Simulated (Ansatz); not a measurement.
Crystal: MgS (Niningerite).

```
CELL_PARAMETERS angstrom
0.00000 2.60165 2.60165
2.60165 0.00000 2.60165
2.60165 2.60165 0.00000
ATOMIC_POSITIONS crystal
S 0.50000 0.50000 0.50000
Mg 0.00000 0.00000 0.00000
```

* Program: Ansatz 0.2.0
* Task: relaxation of cell and atoms
* Functional: RPBE
* Dispersion: D4
* Potentials or basis: Ansatz PAW
* Cutoff: 420 eV (not typed: the program's choice for these potentials)
* k mesh: 9 × 9 × 9
* Occupations: fermi-dirac, width 0.05 eV
* Spin: no spin polarisation

At the start: volume 17.61 Å³/atom.

How do energy, volume and symmetry change on relaxing?

It ends after 4 steps and the volume is 17.04 Å³/atom (-3.2 %); space group Fm-3m (No. 225, to 0.05 Å).

The path:
| step | energy change (eV) | largest force (eV/Å) | volume (Å³) |
| --- | --- | --- | --- |
| 1 | 0.0000 | 0.0000 | 35.22 |
| 2 | -0.0088 | 0.0000 | 34.27 |
| 3 | -0.0090 | 0.0000 | 34.08 |
| 4 | -0.0089 | 0.0000 | 34.08 |

Final structure:
```xyz
2
Lattice="0.0000 2.5733 2.5733 2.5733 0.0000 2.5733 2.5733 2.5733 0.0000" Properties=species:S:1:pos:R:3 pbc="T T T"
S     2.5733    2.5733    2.5733
Mg    0.0000    0.0000    0.0000
```

Caveat: the plane-wave basis is chosen anew once the cell has moved, so the energies of steps on either side of that aren't comparable; the PAW data sets come from PBE, with cores solved anew for the run's functional, which leaves a small shift of forces and pressure.
